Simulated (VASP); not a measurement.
Runs of VASP 6.6.1 on MgS. It takes space group Cm (No. 8, monoclinic). The conventional cell has a = 6.940 Å, b = 4.007 Å, c = 4.007 Å, α = 90.00°, β = 125.26°, γ = 90.00°. Around Mg (site symmetry m) lie 3 S at 2.22 to 2.47 Å. S (site symmetry m) has 3 Mg at 2.22 to 2.47 Å as nearest neighbours. The cell comes from a database or a generator and needn't be the stable form of this composition.

```tsv
cell	gap on the mesh (eV)	pressure (GPa)	largest force (eV/Å)
all Mg atoms moved -0.300 Å, as atom 1 along Cartesian [1 1 0]	(b)	1.7	2.04
all Mg atoms moved -0.150 Å, as atom 1 along Cartesian [1 1 0]	3.09	(a)	(c)
all Mg atoms moved +0.075 Å, as atom 1 along Cartesian [1 1 0]	3.19	-0.4	0.42
all Mg atoms moved +0.225 Å, as atom 1 along Cartesian [1 1 0]	3.00	0.7	(d)
```

Alike in all rows: task single point; level PBEsol; potentials or basis VASP PAW PBE potentials, release 64 (Mg, S); no spin polarisation; k mesh 8 × 8 × 8; cutoff (eV) 520; smearing gaussian 0.05 eV.

Q: Estimate the missing entries.

A: (a) 0.0; (b) 2.91; (c) 0.87; (d) 1.40.

Caveats: the PAW data sets were made with another functional, which shifts forces and pressure a little.

A k mesh can miss the band edges.
